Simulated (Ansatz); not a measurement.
# 1T-IrSTe bilayer (like faces together) in a perpendicular field

Wanted: the out-of-plane response of the 1T-IrSTe bilayer (like faces together). A positive field points along +c.

Program: Ansatz 0.2.0. Level of theory: plane-wave DFT, PBE-D3(BJ), Ansatz PAW, in the first sound run; inputs show where later runs differ. Results are calculated unless marked as measured.

## (1) The structure

The cell holds 6 atoms: 2 Te, 2 Ir and 2 S. Cell: a = 3.581 Å, b = 3.581 Å, c = 48.163 Å, α = 90.0°, β = 90.0°, γ = 120.0°. Regions: layer 1: 1T-IrSTe, 3 atoms (1 Te, 1 Ir and 1 S); layer 2: 1T-IrSTe, 3 atoms (1 Te, 1 Ir and 1 S). Vacuum lies along c.

## (2) Relaxing the slab

The starting cell is a guess, so the in-plane lattice and the atoms are relaxed first, with the slab cut off from its images along the normal.

Contents of input.yaml:

```yaml
crystal:
  lattice:
    - [3.581057, 0.0, 0.0]
    - [-1.7905285, 3.1012863344, 0.0]
    - [0.0, 0.0, 48.1632172985]
  atoms:
    - { symbol: Te, position: [0.6666666667, 0.3333333333, 0.4111021047] }
    - { symbol: Ir, position: [0.0, 0.0, 0.4461468947], spin: 1.0 }
    - { symbol: S, position: [0.3333333333, 0.6666666667, 0.4688559012] }
    - { symbol: Te, position: [0.0, 0.0, 0.5888978953] }
    - { symbol: Ir, position: [0.3333333333, 0.6666666667, 0.5538531053], spin: 1.0 }
    - { symbol: S, position: [0.6666666667, 0.3333333333, 0.5311440988] }
  periodic: [true, true, false]
magnetization:
  spin_polarized: true
kpoints:
  mp_grid: { grid: [12, 12, 1] }
hamiltonian:
  xc: pbe
  dispersion: d3bj
scf:
  occupations: { method: fermi_dirac, width: 0.05 }
  convergence: { dr2_threshold: 1.0e-09 }
relax:
  f_tol: 0.004
  max_steps: 90
  cell: {}
output:
  write_potential: true
  write_density: true
  volumetric_format: npy
```

Run with:

```console
ansatz run input.yaml --threads 4 --pin off --max-ram 6144MiB --backend cpu --events-out ev --progress --plain --runs-dir out
```

Numbers of over 12 decimals in the logs are rounded to 6 here.

The log of the run:

```text
Warning: relax.cell: scf.convergence.dr2_threshold = 1e-9 eV is looser than the 1.74118434375e-10 eV advised for a relaxation that steers and ends on the stress (1e-10 eV for each atom of the cell: 6, times the square of relax.cell.stress_2d_tol = 0.05 N/m over 18.6 Å (the atoms' height at the walk's start and 5 Å past either face), 2.693e-2 GPa, over a crystal's default 0.05). What an SCF threshold leaves in a stress goes as its square root, and in the free energy as the threshold itself, and one threshold admits the most on a small cell: [figures from the program's tests cut] Set scf.convergence.dr2_threshold to 1.74118434375e-10 eV or tighter. [rest of the remark cut]
Engine: ansatz 0.2.0, x86_64-unknown-linux-gnu
Pseudopotentials: kind: paw
Pseudopotential: Te, paw, valence charge 16, recommended cutoff 420 eV (normal), Te.paw.azcp
Pseudopotential: Ir, paw, valence charge 17, recommended cutoff 420 eV (normal), Ir.paw.azcp
Pseudopotential: S, paw, valence charge 6, recommended cutoff 420 eV (normal), S.paw.azcp
Functional definition: PBE
  parameter kappa = 0.804
  parameter beta = 0.066725
  exchange = pbe_x(kappa = kappa, mu = beta*pi^2/3)
  correlation = pbe_c(beta = beta)
Crystal: 6 atoms, lattice volume = 534.895 Å³
Basis set: ecut = 420 eV, 10271 PW (Γ), exchange–correlation on 48×48×648 points (8 copies of the dense FFT grid, shifted against one another)
Bands: 48, of which v1, the nominal top of the filled ones, is band 39 counted from 1 (38 counted from 0)
Symmetry: 6 space group operations
Space group: P3m1 (ITA 156), of the structure as read, at distance tolerance 8.1e-5 Å
Magnetic group: BNS 156.49 (UNI 1279), of the structure as read, at distance tolerance 8.1e-5 Å
k-points: 19 of 144 (time reversal used)
Non-local potential: Te, projectors of the file, l = 0: 2, l = 1: 2, l = 2: 2, l = 3: 2
Non-local potential: Ir, projectors of the file, l = 0: 3, l = 1: 2, l = 2: 2, l = 3: 1
Non-local potential: S, projectors of the file, l = 0: 2, l = 1: 2, l = 2: 2
PAW form: soft (Blöchl's): semilocal exchange-correlation on the pseudo side does not see the compensation charge
PAW one-centre angular grid: Te, 590 points (default); XC on 64 Gauss nodes
PAW one-centre angular grid: Ir, 590 points (default); XC on 64 Gauss nodes
PAW one-centre angular grid: S, 110 points (default); XC on 64 Gauss nodes
Initial density: superposition of atomic densities (neutral atoms: chi_scale 0, normalization atom)
Starting moments: Σ|m| = 2 μB on 2 of 6 sites
Initial wavefunctions: pseudopotential atomic-orbital guess
Functional: x = pbe(κ = 0.804, μ = 0.219515), c = pbe(β = 0.066725)
SCF iter   1: F=—  HF=-39636.584397 eV  |F-HF|=—  |Δ(HF+E_count)|=         —  Δρ=1.20e-2 (↑1.20e-2 ↓1.11e-2)  dr2=4.76e0  dr2_m=1.02e-1  M=1.356 μB ∫|m|=1.408 μB  β_m=0.30  ethr=3.10e-3  ⟨swp⟩=20.2  Hψ=13752  notcnv=0  defer=2
Mixer restart at iter 1: flushing history
preconditioner: auto → LDOS  [metal: Δε(μ)=0.032 eV  Ē_g=8.782 eV  σ=0.050 eV  W_gap=0.16  n_scr=30 (ndim 8)  ℏωp=10.4 eV  f_vac=0.734  D(μ)=4.43/eV (n_scr^D=18)]
spin=Collinear: LDOS preconditioning applied to the charge; magnetization (m = ρ↑ − ρ↓) channel mixes plain (no charge-response kernel on spin).
SCF iter   2: F=—  HF=-39636.946925 eV  |F-HF|=—  |Δ(HF+E_count)|=   3.63e-1  Δρ=8.97e-3 (↑8.97e-3 ↓8.39e-3)  dr2=2.17e0  dr2_m=8.15e-2  M=1.172 μB ∫|m|=1.219 μB  β_m=0.59  ethr=3.10e-3  ⟨swp⟩=2.4  Hψ=2345  notcnv=0  defer=121
SCF iter   3: F=—  HF=-39637.664173 eV  |F-HF|=—  |Δ(HF+E_count)|=   7.17e-1  Δρ=3.41e-3 (↑3.41e-3 ↓2.38e-3)  dr2=1.07e-1  dr2_m=3.38e-2  M=0.563 μB ∫|m|=0.610 μB  β_m=0.79  ethr=2.78e-3  ⟨swp⟩=3.2  Hψ=2626  notcnv=0  defer=121
SCF iter   4: F=—  HF=-39637.788456 eV  |F-HF|=—  |Δ(HF+E_count)|=         —  Δρ=1.99e-3 (↑1.80e-3 ↓1.99e-3)  dr2=6.54e-3  dr2_m=1.69e-2  M=0.088 μB ∫|m|=0.115 μB  β_m=0.79  ethr=1.38e-4  ⟨swp⟩=3.3  Hψ=3974  notcnv=0  defer=124
SCF iter   5: F=—  HF=-39637.787925 eV  |F-HF|=—  |Δ(HF+E_count)|=   5.30e-4  Δρ=4.32e-4 (↑4.32e-4 ↓4.25e-4)  dr2=6.09e-4  dr2_m=7.63e-4  M=0.029 μB ∫|m|=0.039 μB  β_m=0.88  ethr=8.39e-6  ⟨swp⟩=3.1  Hψ=3834  notcnv=0  defer=124
SCF iter   6: F=—  HF=-39637.788423 eV  |F-HF|=—  |Δ(HF+E_count)|=   4.97e-4  Δρ=1.48e-4 (↑1.08e-4 ↓1.48e-4)  dr2=5.59e-5  dr2_m=7.46e-5  M=0.010 μB ∫|m|=0.013 μB  β_m=0.93  ethr=7.80e-7  ⟨swp⟩=3.3  Hψ=4030  notcnv=0  defer=124
SCF iter   7: F=—  HF=-39637.788452 eV  |F-HF|=—  |Δ(HF+E_count)|=   2.91e-5  Δρ=3.95e-5 (↑3.95e-5 ↓3.34e-5)  dr2=3.17e-5  dr2_m=2.38e-6  M=0.002 μB ∫|m|=0.003 μB  β_m=0.80  ethr=7.16e-8  ⟨swp⟩=3.0  Hψ=3936  notcnv=0  defer=124
SCF iter   8: F=—  HF=-39637.788448 eV  |F-HF|=—  |Δ(HF+E_count)|=   3.45e-6  Δρ=9.50e-6 (↑9.50e-6 ↓9.26e-6)  dr2=1.31e-6  dr2_m=2.90e-7  M=0.001 μB ∫|m|=0.001 μB  β_m=0.80  ethr=4.07e-8  ⟨swp⟩=2.9  Hψ=3539  notcnv=0  defer=124
SCF iter   9: F=—  HF=-39637.788449 eV  |F-HF|=—  |Δ(HF+E_count)|=   8.48e-7  Δρ=3.25e-6 (↑3.23e-6 ↓3.25e-6)  dr2=1.73e-7  dr2_m=2.68e-8  M=0.000 μB ∫|m|=0.000 μB  β_m=0.72  ethr=1.68e-9  ⟨swp⟩=3.3  Hψ=4156  notcnv=0  defer=124
SCF iter  10: F=—  HF=-39637.788449 eV  |F-HF|=—  |Δ(HF+E_count)|=   5.92e-8  Δρ=1.54e-6 (↑1.54e-6 ↓1.53e-6)  dr2=1.30e-8  dr2_m=9.47e-9  M=0.000 μB ∫|m|=0.000 μB  β_m=0.81  ethr=2.22e-10  ⟨swp⟩=3.0  Hψ=3704  notcnv=0  defer=124
SCF iter  11: F=—  HF=-39637.788449 eV  |F-HF|=—  |Δ(HF+E_count)|=   1.73e-8  Δρ=5.22e-7 (↑5.22e-7 ↓5.08e-7)  dr2=2.87e-9  dr2_m=1.02e-9  M=0.000 μB ∫|m|=0.000 μB  β_m=0.80  ethr=1.67e-11  ⟨swp⟩=3.3  Hψ=4297  notcnv=0  defer=124
SCF iter  12: F=—  HF=-39637.788449 eV  |F-HF|=—  |Δ(HF+E_count)|=   1.72e-8  Δρ=1.62e-7 (↑1.37e-7 ↓1.62e-7)  dr2=2.65e-10  dr2_m=6.47e-11  M=0.000 μB ∫|m|=0.000 μB  β_m=0.76  ethr=3.68e-12  ⟨swp⟩=3.4  Hψ=4256  notcnv=0  defer=124
SCF iter  13: F=-39637.788449 eV  HF=-39637.788449 eV  |F-HF|=8.44e-10  |Δ(HF+E_count)|=  8.29e-10  Δρ=5.12e-8 (↑5.12e-8 ↓4.66e-8)  dr2=4.76e-11  dr2_m=7.14e-12  M=0.000 μB ∫|m|=0.000 μB  ethr=1.00e-12  ⟨swp⟩=7.8  Hψ=12579  notcnv=0
WARN: the starting moments were not kept: the SCF closed with an absolute magnetisation of 6.8e-6 μB, where they sum to 2 μB in size (2 sites). That is at most 0.1 of that sum. Measured as dr2_m measures the in/out step, that magnetisation stands 2.9e-12 eV from none, at or under the dr2_threshold of 1.0e-9 eV: it is no larger than a step whose dr2_m would equal this threshold. The system may hold no moment; this SCF [...]
SCF 1 converged in 13 iterations: F = -39637.788449 eV  dr2 = 4.76e-11
[...]
preconditioner: auto → Resta (q_TF=auto, 1.996 Å⁻¹)  ε∞=2.6  [insulator: Δε(μ)=0.176 eV  Ē_g=8.468 eV  σ=0.050 eV  W_gap=0.61  n_scr=30 (ndim 8)  ℏωp=10.7 eV  f_vac=0.733  D(μ)=1.50/eV (n_scr^D=10)  ε∞_Penn≈2.6  vacuum switching on, ρ_ref=5.2e-3 e/Å³]
spin=Collinear: Resta preconditioning applied to the charge; magnetization (m = ρ↑ − ρ↓) channel mixes plain (no charge-response kernel on spin).
SCF iter   2: F=—  HF=-39637.909510 eV  |F-HF|=—  |Δ(HF+E_count)|=   2.29e-4  Δρ=1.08e-5 (↑1.07e-5 ↓1.08e-5)  dr2=6.31e-6  dr2_m=5.06e-13  M=0.000 μB ∫|m|=0.000 μB  β_m=0.30  ethr=6.46e-9  ⟨swp⟩=3.0  Hψ=3924  notcnv=0
SCF iter   3: F=—  HF=-39637.909511 eV  |F-HF|=—  |Δ(HF+E_count)|=   4.71e-7  Δρ=9.79e-6 (↑9.79e-6 ↓9.79e-6)  dr2=6.64e-7  dr2_m=5.66e-13  M=0.000 μB ∫|m|=0.000 μB  β_m=0.34  ethr=6.46e-9  ⟨swp⟩=2.8  Hψ=2683  notcnv=0
SCF iter   4: F=—  HF=-39637.909512 eV  |F-HF|=—  |Δ(HF+E_count)|=   7.65e-7  Δρ=5.98e-6 (↑5.98e-6 ↓5.98e-6)  dr2=5.98e-7  dr2_m=2.56e-13  M=0.000 μB ∫|m|=0.000 μB  β_m=0.47  ethr=8.52e-10  ⟨swp⟩=2.9  Hψ=3026  notcnv=0
SCF iter   5: F=—  HF=-39637.909512 eV  |F-HF|=—  |Δ(HF+E_count)|=   8.72e-7  Δρ=4.14e-6 (↑4.14e-6 ↓4.14e-6)  dr2=8.87e-6  dr2_m=1.11e-13  M=0.000 μB ∫|m|=0.000 μB  β_m=0.30  ethr=7.66e-10  ⟨swp⟩=2.6  Hψ=2602  notcnv=0  recentre
SCF iter   6: F=—  HF=-39637.909512 eV  |F-HF|=—  |Δ(HF+E_count)|=   7.33e-8  Δρ=1.90e-6 (↑1.90e-6 ↓1.90e-6)  dr2=9.28e-8  dr2_m=6.46e-14  M=0.000 μB ∫|m|=0.000 μB  β_m=0.50  ethr=7.66e-10  ⟨swp⟩=2.7  Hψ=2547  notcnv=0
SCF iter   7: F=—  HF=-39637.909513 eV  |F-HF|=—  |Δ(HF+E_count)|=   1.72e-7  Δρ=4.88e-7 (↑4.87e-7 ↓4.88e-7)  dr2=5.91e-9  dr2_m=1.63e-14  M=0.000 μB ∫|m|=0.000 μB  β_m=0.51  ethr=1.19e-10  ⟨swp⟩=2.9  Hψ=3558  notcnv=0
SCF iter   8: F=—  HF=-39637.909513 eV  |F-HF|=—  |Δ(HF+E_count)|=   3.02e-9  Δρ=1.56e-7 (↑1.56e-7 ↓1.56e-7)  dr2=3.43e-10  dr2_m=6.72e-15  M=0.000 μB ∫|m|=0.000 μB  β_m=0.62  ethr=7.58e-12  ⟨swp⟩=3.4  Hψ=3748  notcnv=0
iter 9 met the thresholds in force, and the SCF goes on: an eigenvalue changes by 0.08 meV, over its tolerance of 0.05 meV (output.eigenvalues, Limitations)
SCF iter   9: F=-39637.909513 eV  HF=-39637.909513 eV  |F-HF|=1.31e-10  |Δ(HF+E_count)|=  5.82e-10  Δρ=4.50e-8 (↑4.50e-8 ↓4.49e-8)  dr2=1.78e-10  dr2_m=8.78e-16  M=0.000 μB ∫|m|=0.000 μB  β_m=0.56  ethr=1.00e-12  ⟨swp⟩=11.4  Hψ=14080  notcnv=0
SCF iter  10: F=-39637.909513 eV  HF=-39637.909513 eV  |F-HF|=6.04e-10  |Δ(HF+E_count)|=  2.55e-10  Δρ=1.86e-8 (↑1.86e-8 ↓1.86e-8)  dr2=6.18e-12  dr2_m=3.13e-16  M=0.000 μB ∫|m|=0.000 μB  ethr=1.00e-12  ⟨swp⟩=7.0  Hψ=9256  notcnv=0
the starting moments were not kept: the SCF closed with an absolute magnetisation of 2.4e-8 μB, where they sum to 2 μB in size (2 sites). That is at most 0.1 of that sum. Measured as dr2_m measures the in/out step, that magnetisation stands 2.4e-17 eV from none, at or under the dr2_threshold of 1.0e-9 eV: it is no larger than a step whose dr2_m would equal this threshold.
SCF 8 converged in 10 iterations: F = -39637.909513 eV  dr2 = 6.18e-12
relax step   8: F+E_penalty+E_count = -39637.90951250 eV  Δ(F+E_penalty+E_count) = +1.483e-3 eV  max|allowed force component| = 2.163e-3 eV/Å  Δτ_max = 0.0000 Å  P = +0.010 N/m  Ω = 509.306 Å³  fix = [c, alpha, beta]  reactions: c +0.000 N/m  stress off target by 1.00e-2 N/m on what of the cell is left free  SCF on the basis re-selected at this cell (its energy is not comparable with the rows above)  (10 SCF iters)
basis re-selected at this cell: Δ(F+E_penalty+E_count) = +1.483e-3 eV, ΔP = +0.008 N/m vs the last step (what re-selecting the basis moved, of the pressure what is left beyond the Pulay correction that the steps carried, after the strain that the cell walked since its last selection, with what the two solves' SCF thresholds leave and, on support functions, any second-order correction that the steps lacked; it is no m [...]
WARN: The output density's exchange-correlation potential varies sharply where the density is thin. Do not read a vacuum level from v_tot or v_xc, or from such a field of the output density. On a cell that repeats whose density bears no net charge and no dipole along the vacuum's axis use v_es (v_loc + v_h of the components); under efield.dipole_correction with no amplitude use v_es + v_field, which holds any externa [...]
SCF converged after 10 iterations
an eigenvalue changed by more than its tolerance at an iteration that met the thresholds in force, so the SCF went on 1 time: the last check found none over its tolerance
Magnetization: 0.0000 μB (39.0000 up, 39.0000 down)
Absolute magnetization: 0.0000 μB (∫|ρ↑−ρ↓|, with the PAW one-centre terms)
Spin contamination: 0.0000 ħ² per cell (⟨S²⟩ above its minimum at these occupations)
Per-site moments (μB) at R_I (Å): [(-1.7028744856012953e-9, 1.143736), (5.555329940283016e-10, 0.952053), (1.243015854471901e-9, 0.952053), (9.877010592026839e-10, 1.140454), (2.7301907603512078e-9, 0.953604), (5.574730449641031e-10, 0.953604)]
Free energy (F): -39637.909513 eV
Harris-Foulkes:  -39637.909513 eV  (|F-HF|=6.04e-10)
Internal energy: -39637.895967 eV  (E = F + TS)
E sigma→0 (E₀):  -39637.902740 eV
Entropy (-TS):   -0.013546 eV (-2.258 meV/atom)
Fermi energy:    -4.326730 eV
--- Per-component energies (eV) ---
  E_band       = -2265.988875
  E_kinetic    = 1825.987340
  E_local      = -435108.039954  (includes V_loc(G=0)·N_el)
  E_nonlocal   = -416.135527
  E_hartree    = 216825.687163
  E_xc         = -978.795937
  E_vxc        = -983.443271  (∫ρ·V_xc dr)
  E_paw        = -28973.529481  (= ΣΔE_a)
  E_vpaw       = -1235.731511  (= ΣTr[D̂ρ^β])
  E_aug_tail   = -0.000248  (compensation charges beyond the density's cutoff)
  E_ewald      = 207189.350254
  E_disp       = -2.419576  (pairwise vdW)
  E_smearing   = -0.013546  (= −TS)
  E_closure    = -0.000000  (closes the sum)
  Σ components = -39637.909513   (vs F -39637.909513, Δ=0.00e0)
--- Forces (eV/Å), atoms counted from 1 ---
  atom   1  Te    -0.00000000    -0.00000000     0.00068192
  atom   2  Ir    -0.00000000    -0.00000000     0.00186760
  atom   3  S     -0.00000000    -0.00000000     0.00122811
  atom   4  Te    -0.00000000    -0.00000000    -0.00016268
  atom   5  Ir    -0.00000000    -0.00000000    -0.00145168
  atom   6  S      0.00000000     0.00000000    -0.00216321
  max |Σ_I F_I| component: 5.63e-8 eV/Å
--- 2D stress c σ (N/m, compression-positive) ---
        0.010008      -0.000000       0.000000
       -0.000000       0.010008       0.000000
        0.000000       0.000000       0.000000
  P = ½ c Tr σ = 0.0100 N/m
--- Band table (eV; the first three rows and the last of 38) ---
  k-point 0 ↑: bands = [... 35 lower, -4.0122, -3.8466, -3.8466, -3.6722, -3.6722, -1.2263, -1.2263, -1.0543, ... 5 higher]
  k-point 1 ↑: bands = [... 35 lower, -4.8359, -3.8737, -3.8400, -3.6650, -3.3378, -1.8412, -1.6612, -1.4164, ... 5 higher]
  k-point 2 ↑: bands = [... 35 lower, -5.5678, -4.1864, -3.9171, -3.7514, -3.7387, -2.6426, -2.2522, -1.7560, ... 5 higher]
  k-point 18 ↓: bands = [... 35 lower, -6.0572, -5.5737, -5.5674, -5.1897, -5.1383, -3.5720, -3.5063, -1.9517, ... 5 higher]
  the weakly bound empty levels are not read free of the cell's end (no_gap_told)
--- Relaxed structure (7 steps of the walk, 7 accepted, 1 SCFs on fresh bases) ---
  F+E_penalty+E_count = -39637.90951250 eV   max|allowed force component| = 2.163e-3 eV/Å   (the final SCF, on the basis selected at the relaxed cell)
  cell:  # Å, volume = 509.3055 Å³
    - [3.494348, -3.208881648224825e-18, 0]
    - [-1.747174, 3.026194, 0]
    - [0, 0, 48.1632172985]
  atoms:
    - { symbol: Te, position: [0.666667, 0.333333, 0.409298] }
    - { symbol: Ir, position: [1.3151813341632667e-18, 0, 0.448789] }
    - { symbol: S, position: [0.333333, 0.666667, 0.472065] }
    - { symbol: Te, position: [8.444351029478029e-19, 0, 0.590594] }
    - { symbol: Ir, position: [0.333333, 0.666667, 0.551345] }
    - { symbol: S, position: [0.666667, 0.333333, 0.527908] }
```

Wall time 2.7 min (4 threads of Intel Xeon Platinum 8488C (Sapphire Rapids), shared host); peak memory 1.5 GiB; 10 min of CPU time.

Step by step:

| step | energy less that of the first step (eV) | largest force component (eV/Å) | volume (Å³) |
| --- | --- | --- | --- |
| 1 | 0.0000 | 0.5909 | 534.90 |
| 2 | -0.0396 | 0.5044 | 535.81 |
| 3 | -0.0945 | 0.2721 | 529.25 |
| 4 | -0.1026 | 0.2503 | 525.19 |
| 5 | -0.1191 | 0.2080 | 509.71 |
| 6 | -0.1221 | 0.0709 | 509.39 |
| 7 | -0.1225 | 0.0020 | 509.31 |
| 8* | -0.1211 | 0.0022 | 509.31 |

Relaxation steps marked * repeat the geometry before them on a plane-wave basis chosen anew for their cell, so energy and pressure can jump there.

The run keeps the 6 symmetry operations that it works with, so distortions that break them were not tested.

| cell as run | before | after | change |
| --- | --- | --- | --- |
| a (Å) | 3.581 | 3.494 | -2.4 % |
| b (Å) | 3.581 | 3.494 | -2.4 % |

The atoms that moved most (Å, along periodic axes as changes of fractional coordinates times the final cell, across vacuum about the mean position):

| atom | dx | dy | dz | length |
| --- | --- | --- | --- | --- |
| S6 | 0.000 | 0.000 | -0.156 | 0.156 |
| S3 | 0.000 | 0.000 | 0.155 | 0.155 |
| Ir2 | 0.000 | 0.000 | 0.127 | 0.127 |
| Ir5 | 0.000 | 0.000 | -0.121 | 0.121 |
| Te1 | 0.000 | 0.000 | -0.087 | 0.087 |
| Te4 | 0.000 | 0.000 | 0.082 | 0.082 |

The relaxed structure:

```xyz
6
Lattice="3.4943 0.0000 0.0000 -1.7472 3.0262 0.0000 0.0000 0.0000 48.1632" Properties=species:S:1:pos:R:3
Te    1.7472    1.0087   19.7131
Ir    0.0000    0.0000   21.6151
S     0.0000    2.0175   22.7362
Te    0.0000    0.0000   28.4449
Ir    0.0000    2.0175   26.5545
S     1.7472    1.0087   25.4258
```

This step gave:

- energy at zero smearing: -39637.9027 eV

The lattice constant a goes from 3.581 to 3.494 Å.

(Part 1 of 3 ends here.)

[Logs are printed without paths, hosts, clocks, repeated set-up lines and the standing remarks that a program may print on its own settings, such as how far it seeks lower states.]

[Hosts, paths, dates, database ids (printed as entryN), source tags and the programs' standing remarks are cut or masked in the printed files.]

[Maps of the electrostatic potential energy from Ansatz leave out the sawtooth potential of an applied field or a dipole correction, so their vacuum need not be flat; planar profiles and work functions include it.]
